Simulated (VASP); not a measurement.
Wanted: the native input for a VASP 6.6.1 run.

```
Task                               : relaxation of cell and atoms
Functional                         : PBEsol0
Potentials or basis                : VASP PAW PBE potentials, release 64 (Ag)
Cutoff                             : 600 eV
k mesh                             : 6 × 6 × 6
Occupations                        : fermi-dirac, width 0.05 eV
Spin                               : no spin polarisation
Grid for exact exchange (PRECFOCK) : Fast
Exchange at q = 0                  : default
Further INCAR settings             : ALGO = Normal; EDIFF = 1e-07; IBRION = 2; EDIFFG = -0.01; NSW = 60; ISIF = 3
```

Ag:

```xyz
1
Lattice="0.0000 2.0427 2.0427 2.0427 0.0000 2.0427 2.0427 2.0427 0.0000" Properties=species:S:1:pos:R:3 pbc="T T T"
Ag    0.0000    0.0000    0.0000
```

These files were run (other wordings do the same):

POSCAR

```
Ag
1.0
    0.0000000000      2.0427500000      2.0427500000
    2.0427500000      0.0000000000      2.0427500000
    2.0427500000      2.0427500000      0.0000000000
Ag
1
Direct
    0.0000000000      0.0000000000      0.0000000000
```

INCAR.step1

```
SYSTEM = Ag
ALGO = Normal ; EDIFF = 1E-5
ENCUT = 600 ; GGA = PE
ISMEAR = -1 ; LASPH = .TRUE.
LCHARG = .FALSE. ; LREAL = .FALSE.
LWAVE = .TRUE. ; NELM = 60
PREC = Accurate ; SIGMA = 0.05
```

INCAR.step2

```
SYSTEM = Ag
AEXX = 0.25 ; ALGO = Normal
EDIFF = 1E-7 ; EDIFFG = -0.01
ENCUT = 600 ; GGA = PS
IBRION = 2 ; ISIF = 3
ISMEAR = -1 ; ISTART = 1
LASPH = .TRUE. ; LCHARG = .FALSE.
LHFCALC = .TRUE. ; LREAL = .FALSE.
LWAVE = .FALSE. ; NELM = 60
NSW = 60 ; PREC = Accurate
PRECFOCK = Fast ; SIGMA = 0.05
```

KPOINTS

```
k-points
0
G
  6 6 6
  0 0 0
```

Potentials or basis: VASP PAW PBE potentials, release 64 (Ag).

The run is started by

```sh
$ cat potpaw_PBE.64/Ag/POTCAR > POTCAR
$ cp INCAR.step1 INCAR
$ mpirun -np 1 vasp_std > vasp.out
$ cp INCAR.step2 INCAR
$ mpirun -np 1 vasp_std > vasp.out
```

Results of the run:

```yaml
Relaxed_volume: 16.94 Å³/atom
Relaxed_cell: a = 2.883 Å, b = 2.883 Å, c = 2.883 Å, α = 60.00°, β = 60.00°, γ = 60.00°
Space_group_after_relaxing_to_0.05_Å: Fm-3m (No. 225)
Energy_gained_by_relaxing: 0.2 meV/atom
Ionic_steps: 3
Pressure_after_relaxing: 0.0 GPa
Band_gap_on_the_k_mesh: none (metal or under the smearing width)
```

Caveat: the k mesh is coarse (spacing up to 0.44 Å⁻¹), so the values aren't converged, least of all with exact exchange; the PAW data sets were made with another functional, which shifts forces and pressure a little.

It took 5.7 min on 1 thread of Intel(R) Xeon(R) 6975P-C (Granite Rapids), with other jobs on the host, peak memory 0.15 GiB.
